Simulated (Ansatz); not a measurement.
# CoSi2/Si/CoSi2: conductance against the thickness of the layer, part 3 of 6

How fast does the current through CoSi2/Si/CoSi2 fall with each added layer? Both electrodes are CoSi2 fluorite(111) turned by 180 degrees (type B); the barrier is Si diamond(111) (whole bilayers). In the first transport cell, after relaxation, the nearest pair of electrode and barrier is Si–Si at 2.39 Å, along the normal, at the lower face and Si–Si at 2.39 Å, along the normal, at the upper one. All share a net of side 3.829 Å, which strains the lower electrode by +1.0 % and the barrier by -1.0 %, against typed lattice constants near PBE's. The first steps treat the bulk electrodes alone.

Ansatz 0.2.0; PBE DFT, plane waves, PAW files (the session's first sound run).

So far. Step 3 (Relaxing the interfaces): The largest force component on a free atom ends at 0.011 eV/Å. The work functions of the outer faces are 5.25 and 5.25 eV.

### 4. The open system: T(E)

This step: PBE DFT, plane waves, PAW files; ballistic transmission by layer matching between semi-infinite leads (Ansatz 0.2.0).

System of this step: CoSi2/Si/CoSi2. The cell holds 58 atoms: 18 Co and 40 Si. Its edges and angles: a = 3.829 Å, b = 3.829 Å, c = 76.600 Å, α = 90.0°, β = 90.0°, γ = 120.0°. Regions: left electrode, 26 atoms (9 Co and 17 Si); barrier, 6 atoms (6 Si); right electrode, 26 atoms (17 Si and 9 Co). Vacuum lies along c.

The relaxed core is set between ideal electrode layers (this cell holds 6 atomic planes between the electrodes; where that differs from the relaxed slab, whole periods were copied in or cut out without a new relaxation), which the solver continues as semi-infinite leads. A wide energy window on a coarse mesh (12×12) shows where the Fermi level lies against the barrier's bands; the projected density of states shows how far the metals' states reach in.

input.yaml

```yaml
crystal:
  lattice:
    - [3.829, 0.0, 0.0]
    - [-1.9145, 3.3160112711, 0.0]
    - [0.0, 0.0, 76.5998279345]
  atoms:
    - { symbol: Co, position: [0.33333333, 0.66666667, 0.0913840173] }
    - { symbol: Si, position: [0.0, 0.0, 0.1011925091] }
    - { symbol: Si, position: [0.33333333, 0.66666667, 0.1216614942] }
    - { symbol: Co, position: [0.0, 0.0, 0.131469986] }
    - { symbol: Si, position: [0.66666667, 0.33333333, 0.1412784778] }
    - { symbol: Si, position: [0.0, 0.0, 0.1617474629] }
    - { symbol: Co, position: [0.66666667, 0.33333333, 0.1715559546] }
    - { symbol: Si, position: [0.33333333, 0.66666667, 0.1813644464] }
    - { symbol: Si, position: [0.66666667, 0.33333333, 0.2018334315] }
    - { symbol: Co, position: [0.33333333, 0.66666667, 0.2116419233] }
    - { symbol: Si, position: [0.0, 0.0, 0.2214504151] }
    - { symbol: Si, position: [0.33333333, 0.66666667, 0.2419194002] }
    - { symbol: Co, position: [0.0, 0.0, 0.251727892] }
    - { symbol: Si, position: [0.66666667, 0.33333333, 0.2615363838] }
    - { symbol: Si, position: [0.0, 0.0, 0.2820053689] }
    - { symbol: Co, position: [0.66666667, 0.33333333, 0.2918138607] }
    - { symbol: Si, position: [0.33333333, 0.66666667, 0.3016223525] }
    - { symbol: Si, position: [0.66666667, 0.33333333, 0.3220913376] }
    - { symbol: Co, position: [0.33333333, 0.66666667, 0.3318998294] }
    - { symbol: Si, position: [0.0, 0.0, 0.3417083212] }
    - { symbol: Si, position: [0.33333333, 0.66666667, 0.3621773063] }
    - { symbol: Co, position: [0.0, 0.0, 0.371985798] }
    - { symbol: Si, position: [0.66666667, 0.33333333, 0.3817942898] }
    - { symbol: Si, position: [0.0, 0.0, 0.4022632749] }
    - { symbol: Co, position: [0.66666667, 0.33333333, 0.4120717667] }
    - { symbol: Si, position: [0.33333333, 0.66666667, 0.4222436009] }
    - { symbol: Si, position: [0.33333333, 0.66666667, 0.4533926529] }
    - { symbol: Si, position: [0.66666667, 0.33333333, 0.4638109275] }
    - { symbol: Si, position: [0.66666667, 0.33333333, 0.4947593255] }
    - { symbol: Si, position: [0.0, 0.0, 0.5052405312] }
    - { symbol: Si, position: [0.0, 0.0, 0.5361889357] }
    - { symbol: Si, position: [0.33333333, 0.66666667, 0.5466072353] }
    - { symbol: Si, position: [0.33333333, 0.66666667, 0.5777563038] }
    - { symbol: Co, position: [0.0, 0.0, 0.5879282333] }
    - { symbol: Si, position: [0.66666667, 0.33333333, 0.5977367251] }
    - { symbol: Si, position: [0.0, 0.0, 0.6182057102] }
    - { symbol: Co, position: [0.66666667, 0.33333333, 0.628014202] }
    - { symbol: Si, position: [0.33333333, 0.66666667, 0.6378226937] }
    - { symbol: Si, position: [0.66666667, 0.33333333, 0.6582916788] }
    - { symbol: Co, position: [0.33333333, 0.66666667, 0.6681001706] }
    - { symbol: Si, position: [0.0, 0.0, 0.6779086624] }
    - { symbol: Si, position: [0.33333333, 0.66666667, 0.6983776475] }
    - { symbol: Co, position: [0.0, 0.0, 0.7081861393] }
    - { symbol: Si, position: [0.66666667, 0.33333333, 0.7179946311] }
    - { symbol: Si, position: [0.0, 0.0, 0.7384636162] }
    - { symbol: Co, position: [0.66666667, 0.33333333, 0.748272108] }
    - { symbol: Si, position: [0.33333333, 0.66666667, 0.7580805998] }
    - { symbol: Si, position: [0.66666667, 0.33333333, 0.7785495849] }
    - { symbol: Co, position: [0.33333333, 0.66666667, 0.7883580767] }
    - { symbol: Si, position: [0.0, 0.0, 0.7981665685] }
    - { symbol: Si, position: [0.33333333, 0.66666667, 0.8186355536] }
    - { symbol: Co, position: [0.0, 0.0, 0.8284440454] }
    - { symbol: Si, position: [0.66666667, 0.33333333, 0.8382525371] }
    - { symbol: Si, position: [0.0, 0.0, 0.8587215222] }
    - { symbol: Co, position: [0.66666667, 0.33333333, 0.868530014] }
    - { symbol: Si, position: [0.33333333, 0.66666667, 0.8783385058] }
    - { symbol: Si, position: [0.66666667, 0.33333333, 0.8988074909] }
    - { symbol: Co, position: [0.33333333, 0.66666667, 0.9086159827] }
kpoints:
  mp_grid: { grid: [8, 8, 1] }
scf:
  occupations: { method: fermi_dirac, width: 0.1 }
  max_iter: 150
hamiltonian:
  xc: pbe
output:
  transmission:
    kmesh: [12, 12]
    e_range: [-2.5, 2.5]
    de: 0.1
    leads: [[11, 14], [44, 47]]
  dos: { projected: true, e_range: [-6, 5], de: 0.05 }
  write_potential: true
  write_density: true
  volumetric_format: npy
  elf: true
```

Launch:

```console
$ ansatz run input.yaml --threads 8 --pin off --max-ram 24576MiB --backend cpu --events-out ev --progress --plain --runs-dir out
```

Numbers of over 12 decimals in the logs are rounded to 6 here.

Output:

```text
Warning: the atoms were moved onto the symmetric positions of the space group found under crystal.symmetry.tolerance 1.0e-5 (fractional; no operation is sought that the atoms, as they stand in a round, miss by more than twice it, and no atom is moved by as much as it), and the run uses the moved positions. Before a round's move an operation carried an atom to 9.69e-6 Å from where it should land, the largest such dist [...]
[...]
Crystal: 58 atoms, lattice volume = 972.589 Å³
Basis set: ecut = 420 eV, 18965 PW (Γ)
Bands: 291, of which v1, the nominal top of the filled ones, is band 233 counted from 1 (232 counted from 0)
Symmetry: 12 space group operations
[...]
k-points: 10 of 64
[...]
SCF iter   1: F=—  HF=-117722.053716 eV  |F-HF|=—  |Δ(HF+E_count)|=         —  Δρ=8.94e-3  dr2=9.99e0  ethr=1.77e-3  ⟨swp⟩=8.4  Hψ=14932  notcnv=0  defer=112
[...]
SCF iter  13: F=-117721.955563 eV  HF=-117721.955563 eV  |F-HF|=3.14e-8  |Δ(HF+E_count)|=   2.04e-8  Δρ=6.81e-7  dr2=3.35e-8  ethr=2.15e-11  ⟨swp⟩=17.0  Hψ=11919  notcnv=0
SCF 1 converged in 13 iterations: F = -117721.955563 eV  dr2 = 3.35e-8
[...]
transmission: 149 of 1444 steps passed
transmission: 301 of 1444 steps passed
[...]
transmission: 1444 of 1444 steps passed
WARN: The output density's exchange-correlation potential varies sharply where the density is thin. Do not read a vacuum level from v_tot or v_xc, or from such a field of the output density. On a cell that repeats whose density bears no net charge and no dipole along the vacuum's axis use v_es (v_loc + v_h of the components); under efield.dipole_correction with no amplitude use v_es + v_field, which holds any externa [...]
SCF converged after 13 iterations
Free energy (F): -117721.955563 eV
[...]
Internal energy: -117721.141507 eV  (E = F + TS)
E sigma→0 (E₀):  -117721.548535 eV
Entropy (-TS):   -0.814056 eV (-14.035 meV/atom)
Fermi energy:    8.819434 eV
[...]
--- Band table (eV; the first three rows and the last of 10) ---
  k-point 0: bands = [... 229 lower, 10.2804, 10.2804, 10.5312, 10.5588, 10.5783, 10.7170, 10.7428, 10.7631, ... 54 higher]
  k-point 1: bands = [... 229 lower, 9.8736, 9.9717, 9.9784, 9.9932, 10.2422, 10.2478, 10.3330, 10.3372, ... 54 higher]
  k-point 2: bands = [... 229 lower, 9.0215, 9.0809, 9.3150, 9.3197, 9.4697, 9.5181, 9.6489, 9.6530, ... 54 higher]
  k-point 9: bands = [... 229 lower, 8.2550, 8.2585, 8.3169, 8.3170, 8.3350, 8.3361, 8.3692, 8.3695, ... 54 higher]
--- Transmission ---
  basis      : 109 plane waves across, 76 finite elements along
  points     : 19, standing for a mesh of 12 x 12
  energies   : 51 from -2.500000 to 2.500000 eV about the Fermi level, 0.100000 eV apart; the leads are filled to 0.000000 eV, and channels, transmission and decay are at 0.000000 eV
  crystal 0  : Si2Co1, at the sites [11, 14], period 3.0706 Å, over 25.59 Å; its Hamiltonian steps by up to 6.0 meV
    offset         : up to 0.0000 Å between an atom of the period and one for which it stands
    channels       : 1.270833e0 a spin
    conductance    : none, the energies end too early or step too widely for 300 K: set another output.transmission.e_range or a lower de, or, where they end at an eighth of basis.ecutwfc, a higher one
    slowest decay  : 0.1216 /Å at (0.4167, 0.0833)
[...]
channels       : 1.270833e0 a spin
[...]
slowest decay  : 0.1216 /Å at (0.4167, 0.0833)
  junction   : crystal 0 to crystal 1, 20.82 to 55.78 Å
    transmission   : 1.469691e-1 a spin
[...]
```

It took 2.4 min on 8 threads of Arm Neoverse V2, shared host; peak memory 12 GiB; 18 min of CPU time.

Numbers from this step:

- free energy: -117721.9556 eV
- Fermi energy: 8.819 eV
- level to which the leads are filled: 0 eV from the Fermi level
- transmission at the Fermi level (a spin, zone mean): 0.1470
- channels of the lower lead: 1.271
- channels of the upper lead: 1.271
- potential step in the lower lead: 6 meV
- potential step in the upper lead: 6 meV

One spin. Table of transmission, zone mean by energy, zero at the Fermi level:

energy (eV), transmission, zone mean and a bar:
```
    -2.50      0.476 ################
    -2.30      0.622 ######################
    -2.20      0.441 ###############
    -2.00      0.613 #####################
    -1.80      0.573 ####################
    -1.60      0.652 #######################
    -1.50      0.550 ###################
    -1.30      0.328 ##########
    -1.10      0.325 ##########
    -0.90      0.251 #######
    -0.80      0.138 ###
    -0.60      0.080 
    -0.40      0.140 ###
    -0.30      0.136 ###
    -0.10      0.133 ##
     0.00      0.147 ###
     0.10      0.154 ###
     0.30      0.118 ##
     0.40      0.128 ##
     0.50      0.175 ####
     0.60      0.113 ##
     0.80      0.090 #
     0.90      0.130 ##
     1.10      0.113 ##
     1.30      0.072 
     1.50      0.069 
     1.60      0.132 ##
     1.80      0.197 #####
     2.00      0.323 ##########
     2.20      0.497 #################
     2.30      0.636 ######################
     2.40      0.835 ##############################
     2.50      0.806 #############################
```

One spin. Open channels, zone mean, lower lead = upper lead against energy, zero at the Fermi level:

energy (eV), open channels, zone mean, lower lead = upper lead and a bar from the least value:
```
    -2.50       1.15 ############
    -2.30       1.35 ################
    -2.00       1.37 ################
    -1.80       2.08 ##############################
    -1.50       1.57 ####################
    -1.30       1.40 #################
    -1.10       1.67 ######################
    -0.80       1.67 ######################
    -0.60       1.88 ##########################
    -0.40       1.83 #########################
    -0.10       1.35 ################
     0.00       1.27 ##############
     0.10       1.27 ##############
     0.40       0.98 ########
     0.60       0.90 #######
     0.80       0.69 ###
     1.10       0.60 #
     1.30       0.56 
     1.50       0.57 
     1.80       0.92 #######
     2.00       1.26 ##############
     2.30       1.72 #######################
     2.50       1.83 #########################
```

Transmission over k1 and k2. At 0.0000 eV from the Fermi level.

Ten even steps from '0' (0.000) to '9' (0.553):
```
072002700000
421191124000
201244210200
409433349040
021434434120
071234843217
002143443412
404094333490
200201244210
400042119112
000000720027
004240004240
```
Columns: k1 (b1) from -0.5 to 0.417; rows upwards: k2 (b2) from -0.5 to 0.417.

Open channels of the lower lead over k1 and k2. At 0.0000 eV from the Fermi level.

Ten even steps from '_' (0.00) to '@' (3.00):
```
__------------__________
----****--****----______
----************----____
------**@@@@@@**------__
__--****@@@@@@@@****--__
__--****@@@@@@@@@@****--
____--****@@@@@@@@****--
--__------**@@@@@@**----
--____----************--
--______----****--****--
____________------------
____------______------__
```
Columns: k1 (b1) from -0.5 to 0.417; rows upwards: k2 (b2) from -0.5 to 0.417.

Projected DOS an atom over height of the atomic layer and energy from the Fermi level. Layers: Co Si Si Co Si Si Co Si Si Co Si Si Co Si Si Co Si Si Co Si Si Co Si Si Co Si Si Si Si Si Si Si Si Co Si Si Co Si Si Co Si Si Co Si Si Co Si Si Co Si Si Co Si Si Co Si Si Co; projections on atoms miss part of the total, and the computed bands can run out at the top of the range; a column is the mean of 4 neighbouring layers, the last of those left over.

Ten even steps from '_' (0.07 states/eV) to '@' (2.85 states/eV), each cell a mean:
```
______________________________
__................__........__
__............::............__
....________....__________....
....______........________....
::..........................::
........__________..__....__..
..__________________________..
____________________________..
..______________..__________..
--............__::..........++
**::::--::..--__----::::--..@@
**::::++::::==..==++::::++--%%
++====%%====--..--%%====%%==--
::..::--::::::....--..::--::::
::....::....::::..::....::..--
::....::..::::::::::....::::..
::----------....::----------..
..............__............__
__..........______..........__
______________________________
______________________________
```
Columns: height of the atomic layer (Å) from 8.54 to 69.2 (not evenly spaced); rows upwards: energy from the Fermi level (eV) from -6 to 5.

ELF in the ca plane at fractional y = 0.667, with atoms of Co and Si within 0.2 Å of it. It is the smooth field of the valence electrons, not physical close to the nuclei.

Values, 6 rows by 16 columns, each cell a mean:
```
0.44 0.88 0.73 0.38 0.55 0.45 0.10 0.28 0.37 0.58 0.60 0.42 0.31 0.37 0.61 0.47
0.39 0.83 0.67 0.33 0.61 0.54 0.16 0.37 0.42 0.53 0.54 0.44 0.37 0.40 0.56 0.47
0.14 0.39 0.28 0.16 0.69 0.68 0.60 0.61 0.60 0.26 0.23 0.57 0.57 0.46 0.26 0.35
0.03 0.05 0.04 0.08 0.43 0.39 0.88 0.45 0.38 0.10 0.07 0.39 0.33 0.49 0.71 0.39
0.04 0.10 0.07 0.10 0.53 0.45 0.84 0.49 0.47 0.13 0.10 0.47 0.39 0.48 0.54 0.36
0.20 0.55 0.41 0.21 0.70 0.70 0.45 0.59 0.56 0.34 0.32 0.55 0.56 0.45 0.32 0.41
```
Columns run along c (16.0 Å, from fractional 0.48 to 0.69 of the cell), rows up along a (3.8 Å). Atoms in or near the plane, at fractional coordinates: Si at (0.55, 0.33), Si at (0.58, 0.33), Si at (0.64, 0.33), Co at (0.67, 0.33).

Electrostatic potential energy in the ca plane at fractional y = 0.667, with atoms of Co and Si within 0.2 Å of it. With pseudopotentials it is smooth inside the atoms' cores, unlike the true potential.

Ten even steps from '0' (-45 eV) to '9' (13 eV), each cell a mean:
```
99999999999999999999989999988889988889999988
99999999999999999999988999988888988889999888
99999999999999999999999999998889988889999988
99999999999999999998999998889999999998889999
99999999999999999864689875578999999986468987
99999999999999998510158730038999999851016872
99999999999999998400048610027999999840004861
99999999999999998610168730048999999861026873
99999999999999999865689876678999999986568997
99999999999999999999999998889999999998899999
```
Columns run along c (16.0 Å, from fractional 0.00 to 0.21 of the cell; values clipped at the 3rd and 97th percentile), rows up along a (3.8 Å). Atoms in or near the plane, at fractional coordinates: Co at (0.09, 0.33), Si at (0.12, 0.33), Si at (0.18, 0.33).

Valence density in the ca plane at fractional y = 0.667, with atoms of Co and Si within 0.2 Å of it. It is the smooth field of the valence electrons, not physical close to the nuclei.

Values in e/Å³, 6 rows by 16 columns, each cell a mean:
```
 0  0  0  0  0  0  0  0  0  0  0  0  0  0  0  0
 0  0  0  0  0  0  0  0  0  0  0  0  0  0  0  0
 0  0  0  0  0  0  0  1  0  0  0  0  0  0  0  0
 0  0  0  0  0  0  7 13  0  0  0  0  0  0  0  2
 0  0  0  0  0  0  4  8  0  0  0  0  0  0  0  2
 0  0  0  0  0  0  0  0  0  0  0  0  0  0  0  0
```
Columns run along c (16.0 Å, from fractional 0.00 to 0.21 of the cell), rows up along a (3.8 Å). Atoms in or near the plane, at fractional coordinates: Co at (0.09, 0.33), Si at (0.12, 0.33), Si at (0.18, 0.33).

At the Fermi level the transmission is 0.15, as a zone mean for one spin on this coarse mesh. At the Fermi level the layers of this cell's barrier hold from 0.14 to 0.17 states an eV and atom: none is empty there, through tails of the electrodes' states or through bands of its own. In the worse lead the potential repeats within 6 meV, which the program lets pass.

(Part 3 of 6 ends here.)

[Logs are printed without paths, hosts, clocks, repeated set-up lines and the standing remarks that a program may print on its own settings, such as how far it seeks lower states.]

[Hosts, paths, dates, database ids (printed as entryN), source tags and the programs' standing remarks are cut or masked in the printed files.]
